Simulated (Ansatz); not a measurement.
## (001) slab of rocksalt SnTe, 28.3 Å thick as cut, bare faces

Ansatz, PAW, plane waves, no spin–orbit coupling unless named; atoms relaxed with PBEsol, the curve by HSE06. The curve holds the local part of the PAW potentials, so its shape inside matter depends on the files.

```
CELL_PARAMETERS angstrom
3.14225 3.14225 0.00000
-3.14225 3.14225 0.00000
0.00000 0.00000 41.28025
ATOMIC_POSITIONS crystal
Te 0.49949 0.49985 0.15708
Te 0.50097 0.50040 0.30932
Te 0.50049 0.50079 0.46193
Te 0.50043 0.50125 0.61433
Te 0.50087 0.49982 0.76711
Te 0.00006 0.99991 0.23314
Te 0.00089 0.99998 0.38591
Te 0.00040 0.00097 0.53832
Te 0.00062 0.00046 0.69092
Te 0.00086 0.99915 0.84319
Sn 0.00259 0.00215 0.16147
Sn 0.00446 0.00106 0.31143
Sn 0.00201 0.00217 0.46308
Sn 0.00088 0.00238 0.61596
Sn 0.00070 0.99906 0.77047
Sn 0.50091 0.50025 0.22983
Sn 0.50306 0.50069 0.38432
Sn 0.50141 0.50258 0.53715
Sn 0.50085 0.50197 0.68882
Sn 0.49987 0.49765 0.83880
```

Planar mean of the electrostatic potential energy along the normal, from the vacuum level:

(z (Å), v (eV)): (0.00, 0.00), (0.29, 0.00), (0.72, 0.00), (1.00, 0.00), (1.29, 0.00), (1.72, 0.00), (2.01, 0.00), (2.29, 0.00), (2.72, 0.00), (3.01, 0.00), (3.44, -0.01), (3.73, -0.03), (4.01, -0.06), (4.44, -0.19), (4.73, -0.43), (5.02, -0.95), (5.45, -3.15), (5.73, -6.39), (6.02, -8.12), (6.45, -5.74), (6.74, -6.29), (7.02, -8.43), (7.45, -6.26), (7.74, -3.29), (8.03, -2.30), (8.46, -3.83), (8.74, -7.21), (9.17, -8.16), (9.46, -5.92), (9.75, -6.24), (10.18, -8.40), (10.46, -5.86), (10.75, -2.85), (11.18, -1.53), (11.47, -2.05), (11.75, -3.99), (12.18, -8.50), (12.47, -7.51), (12.76, -5.59), (13.19, -8.02), (13.47, -8.56), (13.76, -5.40), (14.19, -2.19), (14.48, -2.10), (14.91, -4.87), (15.19, -8.32), (15.48, -8.37), (15.91, -5.58), (16.20, -7.23), (16.48, -8.71), (16.91, -4.53), (17.20, -2.30), (17.49, -1.68), (17.92, -3.00), (18.20, -6.16), (18.49, -8.70), (18.92, -6.18), (19.21, -5.90), (19.49, -8.22), (19.92, -6.96), (20.21, -3.51), (20.64, -1.92), (20.93, -2.54), (21.21, -4.93), (21.64, -8.85), (21.93, -7.08), (22.22, -5.55), (22.65, -8.38), (22.93, -7.95), (23.22, -4.43), (23.65, -1.82), (23.94, -1.82), (24.22, -3.05), (24.65, -7.90), (24.94, -8.39), (25.23, -6.15), (25.66, -7.09), (25.94, -8.88), (26.23, -6.91), (26.66, -2.60), (26.95, -1.98), (27.38, -3.67), (27.66, -7.14), (27.95, -8.81), (28.38, -5.83), (28.67, -6.24), (28.95, -8.40), (29.38, -5.89), (29.67, -2.83), (29.96, -1.67), (30.39, -2.05), (30.67, -4.01), (30.96, -7.39), (31.39, -7.45), (31.68, -5.66), (31.96, -6.86), (32.39, -8.60), (32.68, -5.53), (33.11, -2.42), (33.40, -2.54), (33.68, -4.43), (34.11, -8.63), (34.40, -7.53), (34.69, -5.63), (35.12, -7.56), (35.40, -7.76), (35.69, -4.82), (36.12, -1.46), (36.41, -0.67), (36.69, -0.30), (37.12, -0.09), (37.41, -0.04), (37.70, -0.02), (38.13, -0.01), (38.41, 0.00), (38.84, 0.00), (39.13, 0.00), (39.42, 0.00), (39.85, 0.00), (40.13, 0.00), (40.42, 0.00), (40.85, 0.00), (41.14, 0.00)

Problem. How far below the vacuum level do the top filled and the lowest empty level lie, by each functional?

Solution. PBEsol: 4.21 and 3.83 eV (gap 0.37 eV, a 6×6×1 mesh); HSE06: 4.20 and 3.62 eV (gap 0.57 eV, a 4×4×1 mesh); r²SCAN: 4.11 and 3.63 eV (gap 0.48 eV, a 4×4×1 mesh). Either level can be a surface state and not a band edge of the crystal.
